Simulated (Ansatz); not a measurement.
Crystal: CoO.

```xyz
2
Lattice="-1.5080 1.5080 2.1073 1.5080 -1.5080 2.1073 1.5080 1.5080 -2.1073" Properties=species:S:1:pos:R:3 pbc="T T T"
Co    0.0000    0.0000    0.0000
O     0.0000    0.0000    2.1073
```

- Program: Ansatz 0.2.0
- Task: relaxation of cell and atoms
- Functional: revPBE
- Dispersion: D3(BJ)
- Potentials or basis: Ansatz PAW
- Cutoff: 420 eV (not typed: the program's choice for these potentials)
- k mesh: 9 × 9 × 9
- Occupations: fermi-dirac, width 0.05 eV
- Spin: collinear spin, ferromagnetic start
- Starting moments: [2.0, 0.0] μB

At the start: volume 9.58 Å³/atom.

Where does the relaxation end?

It ends after 26 steps and the volume is 9.63 Å³/atom (+0.5 %); space group I4/mmm (No. 139, to 0.05 Å); moment 2.90 μB per cell.

The path:
| step | energy change (eV) | largest force (eV/Å) | volume (Å³) |
| --- | --- | --- | --- |
| 1 | 0.0000 | 0.0000 | 19.17 |
| 2 | -0.0110 | 0.0000 | 19.50 |
| 3 | -0.0121 | 0.0000 | 19.48 |
| 4 | -0.0132 | 0.0000 | 19.45 |
| 5 | -0.0138 | 0.0000 | 19.44 |
| 6 | -0.0193 | 0.0000 | 19.25 |
| 7 | -0.0194 | 0.0000 | 19.30 |
| 8 | -0.0196 | 0.0000 | 19.28 |
| 9 | -0.0196 | 0.0000 | 19.28 |
| 10 | -0.0196 | 0.0000 | 19.28 |
| 11 | -0.0196 | 0.0000 | 19.28 |
| 12 | -0.0196 | 0.0000 | 19.28 |
| 13 | -0.0196 | 0.0000 | 19.28 |
| 14 | -0.0196 | 0.0000 | 19.28 |
| 15 | -0.0196 | 0.0000 | 19.28 |
| 16 | -0.0196 | 0.0000 | 19.28 |
| 17 | -0.0197 | 0.0000 | 19.28 |
| 18 | -0.0201 | 0.0000 | 19.27 |
| 19 | -0.0201 | 0.0000 | 19.27 |
| 20 | -0.0201 | 0.0000 | 19.27 |
| 21 | -0.0201 | 0.0000 | 19.27 |
| 22 | -0.0201 | 0.0000 | 19.27 |
| 23 | -0.0208 | 0.0000 | 19.27 |
| 24 | -0.0209 | 0.0000 | 19.27 |
| 25 | -0.0209 | 0.0000 | 19.27 |
| 26 | -0.0209 | 0.0000 | 19.27 |

Final structure:
```cif
data_structure
_symmetry_space_group_name_H-M 'P 1'
_symmetry_Int_Tables_number 1
_cell_length_a 2.9847
_cell_length_b 2.9847
_cell_length_c 2.9847
_cell_angle_alpha 118.258
_cell_angle_beta 118.258
_cell_angle_gamma 93.044
_cell_volume 19.27
loop_
_atom_site_label
_atom_site_type_symbol
_atom_site_fract_x
_atom_site_fract_y
_atom_site_fract_z
_atom_site_occupancy
Co1 Co 0.00000 0.00000 0.00000 1
O1 O 0.50000 0.50000 0.00000 1
```

Caveat: the plane-wave basis is chosen anew once the cell has moved, so the energies of steps on either side of that aren't comparable; the pressure holds a Pulay correction of +0.7 GPa for the finite cutoff; a cell with one magnetic atom can't hold antiferromagnetic order, which such compounds often take; pairwise dispersion overbinds metals, which lowers pressure and volume; the PAW data sets come from PBE, with cores solved anew for the run's functional, which leaves a small shift of forces and pressure.
